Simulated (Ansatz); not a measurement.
All numbers below come from DFT PBE, scalar-relativistic, plane waves, PAW (Ansatz 0.2.0). Settings: cutoff 420 eV, Γ-centred meshes spaced at most about 0.3 Å⁻¹, and about 0.25 Å⁻¹ or finer for metals (2π included), Gaussian smearing. No spin polarisation in the final relaxations.

Temperature and zero-point effects are left out.

Compare these two cells of SiC2, each relaxed at this level.

1.

```cif
data_structure
_symmetry_space_group_name_H-M 'I4_1/amd:1'
_symmetry_Int_Tables_number 141
_cell_length_a 2.9452
_cell_length_b 2.9452
_cell_length_c 12.5388
_cell_angle_alpha 90.000
_cell_angle_beta 90.000
_cell_angle_gamma 90.000
_cell_volume 108.77
loop_
_atom_site_label
_atom_site_type_symbol
_atom_site_symmetry_multiplicity
_atom_site_Wyckoff_symbol
_atom_site_fract_x
_atom_site_fract_y
_atom_site_fract_z
_atom_site_occupancy
Si1 Si 4 a 0.00000 0.00000 0.00000 1
C1 C 8 e 0.50000 0.50000 0.15968 1
```

2.

```cif
data_structure
_symmetry_space_group_name_H-M 'P-6m2'
_symmetry_Int_Tables_number 187
_cell_length_a 2.9360
_cell_length_b 2.9360
_cell_length_c 13.9992
_cell_angle_alpha 90.000
_cell_angle_beta 90.000
_cell_angle_gamma 120.000
_cell_volume 104.51
loop_
_atom_site_label
_atom_site_type_symbol
_atom_site_symmetry_multiplicity
_atom_site_Wyckoff_symbol
_atom_site_fract_x
_atom_site_fract_y
_atom_site_fract_z
_atom_site_occupancy
Si1 Si 2 i 0.66667 0.33333 0.82501 1
C1 C 2 h 0.33333 0.66667 0.82552 1
C2 C 1 d 0.33333 0.66667 0.50000 1
C3 C 1 f 0.66667 0.33333 0.50000 1
```

Question: Which form is favoured at zero pressure, and by what margin per atom?

Answer: Cell 1 is lower, by 0.38 eV/atom. Cell 1 has Si and C ordered on diamond sites, space group I4_1/amd (No. 141), 9.1 Å³/atom and a gap of 0.89 eV on its mesh; cell 2 has space group P-6m2 (No. 187), 17.4 Å³/atom and no gap. Counting C atoms around Si (those within 1.25 times the shortest such distance or 1.15 times the sum of covalent radii, 1.27 where that leaves under three), cell 1 has Si 4 and cell 2 has Si 3. Cell 1 holds C–C chains (shortest 1.71 Å); cell 2 holds C–C nets (shortest 1.70 Å). Even the lower one lies +0.46 eV/atom against the reference forms of the elements (uncorrected), so neither is stable at this level. In cell 1, Si is surrounded by 4 C at 1.86 Å; C is surrounded by 2 C at 1.71 Å and 2 Si at 1.86 Å. In cell 2, around Si lie 3 C at 1.70 Å; around C on a site of symmetry 3m lie 3 Si at 1.70 Å; around C on a site of symmetry -6m2 lie 3 C at 1.70 Å; 1 more site not described. Both come from invented guesses. A third cell relaxed alike, in P6/mmm, lies 136 meV/atom below the lower of the two.

No dispersion correction is applied, so the spacing and binding between layers, chains or molecules are poorly described (P-6m2), and this can change margins and order among such cells. Kohn–Sham gaps at this level usually fall short of measured ones. The zero gap of P-6m2 may come from the functional, which often closes small gaps, or the cell may be a true semimetal. Cells relaxed within their symmetry can be saddle points.

The order probably reflects how well each network accommodates bonds of unequal natural length. In the I4_1/amd cell, the Si–C bonds of 1.86 Å are close to those in ordinary silicon carbide, but the C–C contacts of 1.71 Å are far longer than a normal single bond, which helps explain the positive formation energy. In P-6m2, a shared in-plane lattice stretches the carbon honeycomb well beyond graphene while compressing the SiC sheets. This mismatch is a likely source of the 0.38 eV/atom penalty, alongside missing interlayer attraction.

The gaps fit the bonding: fourfold sp³ networks separate filled from empty states, whereas the π bands of a carbon honeycomb meet at the Fermi level unless its two sublattices differ. The polar SiC sheets make them differ, though probably only weakly.

Compression should favour I4_1/amd further, given its much smaller volume. It is nevertheless not the ground state of this composition, since the P6/mmm cell lies lower, and silicon carbide plus carbon is a more demanding test of stability than the elements.
